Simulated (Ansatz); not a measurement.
**Si2W: properties at the relaxed cell**

One table from this session's results is given with a row withheld; the runs are named, their logs left out.

Program: Ansatz 0.2.0. Level of theory: DFT PBE, scalar-relativistic, plane waves, PAW. These are calculated values, not measurements.

1 further run of the same task is left out (set aside as unsound or not needed).

**The system as given**

Symmetry: I4/mmm, No. 139, tetragonal system. Conventional cell: a = 3.229 Å, b = 3.229 Å, c = 7.867 Å, α = 90.00°, β = 90.00°, γ = 90.00°. Around Si (site symmetry 4mm) lie 5 Si at 2.60 to 2.64 Å and 5 W at 2.63 Å. W (site symmetry 4/mmm) has 10 Si at 2.63 Å as nearest neighbours.

Coordinates:

```
Si W
1.0
    -1.61453    1.61453    3.93355
     1.61453   -1.61453    3.93355
     1.61453    1.61453   -3.93355
Si W
2 1
Cartesian
  0.0000 0.0000 2.6320
  0.0000 0.0000 5.2351
  0.0000 0.0000 0.0000
```

This cell was relaxed beforehand with the same method: volume 13.67 Å³/atom, gap on the mesh none (metal).

Set-up of the first run:

The input, input.yaml:

```yaml
crystal:
  lattice:
    - [-1.6145299063, 1.6145299063, 3.9335489479]
    - [1.6145299063, -1.6145299063, 3.9335489479]
    - [1.6145299063, 1.6145299063, -3.9335489479]
  atoms:
    - { symbol: Si, position: [0.3345578115, 0.3345578115, 0.0] }
    - { symbol: Si, position: [0.6654421885, 0.6654421885, 0.0] }
    - { symbol: W, position: [0.0, 0.0, 0.0] }
basis:
  ecutwfc: 420
kpoints:
  mp_grid: { grid: [18, 18, 18] }
  band_path:
    path:
      - [[0.0, 0.0, 0.0], [0.0, 0.0, 0.5], [0.25, 0.25, 0.25], [0.0, 0.5, 0.0], [0.0, 0.0, 0.0], [0.5, 0.5, -0.5], [0.29211755, 0.70788245, -0.29211755]]
      - [[-0.29211755, 0.29211755, 0.29211755], [0.0, 0.0, 0.0]]
      - [[0.0, 0.0, 0.5], [-0.0842351, 0.0842351, 0.5]]
      - [[0.5, 0.5, -0.0842351], [0.5, 0.5, -0.5]]
    npoints: 14
hamiltonian:
  xc: pbe
scf:
  occupations: { method: gaussian, width: 0.1 }
  n_extra_bands: 7
output:
  forces: true
  stress: true
  eigenvalues: true
  populations: true
  dos: { projected: true, de: 0.02, nscf_kmesh: { grid: [27, 27, 27] } }
  bader: true
  write_density: true
  write_potential: true
  elf: true
  volumetric_format: npy
```

Started as:

```sh
> ansatz run input.yaml --threads 1 --pin off --max-ram 2560MiB --backend cpu --events-out ev --progress --plain --runs-dir out
```

Steps of the session up to this table: Bands, states and charges; The cell scaled to 0.97 of its volume; The cell scaled to 1.03 of its volume; Point at V/V0 = 0.94; Volume × 1.06.

One table of the session follows, with a row left open; its other results are not shown here.

```
volume (Å³/atom)  energy above the lowest point (meV/atom)  pressure (GPa)
          12.851                                      37.4           15.41
          13.261                                       8.8            7.09
          13.671                                       0.0            0.01
          14.082                                         ?               ?
          14.492                                      30.0          -11.10
```

Q: Estimate the row for volume (Å³/atom) = 14.082 from the others.

Worked estimate for «energy above the lowest point (meV/atom)». A straight line through the neighbours (13.671, 0.0) and (14.492, 30.0) gives 0.0 + (30.0 − 0.0) × (14.082 − 13.671) / (14.492 − 13.671) = 15.0; a parabola fitted to 3 rows on both sides gives 7.1.

**Answer.** energy above the lowest point (meV/atom): 7.9; pressure (GPa): -6.00. In «energy above the lowest point (meV/atom)» the line misses by +7.1 and the parabola by -0.8.
